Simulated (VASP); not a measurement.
# V under changes of volume

One of the cells (13.034 Å³/atom); the others are scaled copies at fixed shape and fractional positions:

```
V
1.0
    -1.48252    1.48252    1.48252
     1.48252   -1.48252    1.48252
     1.48252    1.48252   -1.48252
V
1
Direct
  0.00000 0.00000 0.00000
```

```yaml
Program: VASP 6.6.1
Functional: PBEsol
Potentials_or_basis: VASP PAW PBE potentials, release 64 (V_sv)
Cutoff: 520 eV
k_mesh: 10 × 10 × 10
Occupations: fermi-dirac, width 0.05 eV
Spin: collinear spin, ferromagnetic start
Starting_moments: "[2.0] μB"
```

```tsv
volume (Å³/atom)	energy over the lowest point (meV/atom)	pressure (GPa)
12.512	15.11	8.8
12.773	3.99	4.3
13.034	0.00	0.1
13.294	?	?
13.555	11.06	-7.2
```

Task: What does the run at 13.294 Å³/atom give?

Result: Energy over the lowest point 2.54 meV/atom; pressure -3.7 GPa.

Worked out: A Birch-Murnaghan fit of order 2 (a polynomial in V^(-2/3)) to the other rows has its minimum at 13.06 Å³/atom with B0 = V·E''(V) = 199 GPa. It gives 2.59 meV/atom at 13.294 Å³/atom, against the run's 2.54, and -dE/dV = -3.4 GPa, against -3.7.

Energies are extrapolated to zero smearing.

Caveats: the PAW data sets were made with another functional, which shifts forces and pressure a little.
